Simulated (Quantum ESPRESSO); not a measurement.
**ZrC under changes of volume**

One of the cells (13.228 Å³/atom); the others are scaled copies at fixed shape and fractional positions:

```
Zr C
1.0
     0.00000    2.36500    2.36500
     2.36500    0.00000    2.36500
     2.36500    2.36500    0.00000
Zr C
1 1
Direct
  0.50000 0.50000 0.50000
  0.00000 0.00000 0.00000
```

| Quantity | Value |
| --- | --- |
| Program | Quantum ESPRESSO 7.5 |
| Functional | r2SCAN |
| Potentials or basis | SG15 PBE 1.2 |
| Cutoff | 1197 eV |
| Density cutoff | 4789 eV |
| k mesh | 8 × 8 × 8 |
| Occupations | fermi-dirac, width 0.05 eV |
| Spin | no spin polarisation |

```csv
volume (Å³/atom),energy over the lowest point (meV/atom),pressure (GPa)
12.434,?,?
12.699,7.13,6.9
12.963,0.00,1.8
13.228,0.84,-2.8
13.493,8.90,-6.9
13.757,23.46,-10.7
14.022,43.93,-14.1
```

Question: What does the run at 12.434 Å³/atom give?

Answer: Energy over the lowest point 23.09 meV/atom; pressure 12.5 GPa.

Worked out: A Birch-Murnaghan fit of order 3 (a polynomial in V^(-2/3)) to the other rows has its minimum at 13.07 Å³/atom with B0 = V·E''(V) = 229 GPa and B' = 4.1. It gives 23.16 meV/atom at 12.434 Å³/atom, against the run's 23.09, and -dE/dV = 12.6 GPa, against 12.5.

Energies are extrapolated to zero smearing.

Caveats: the potentials were made for another functional, which shifts forces and pressure.
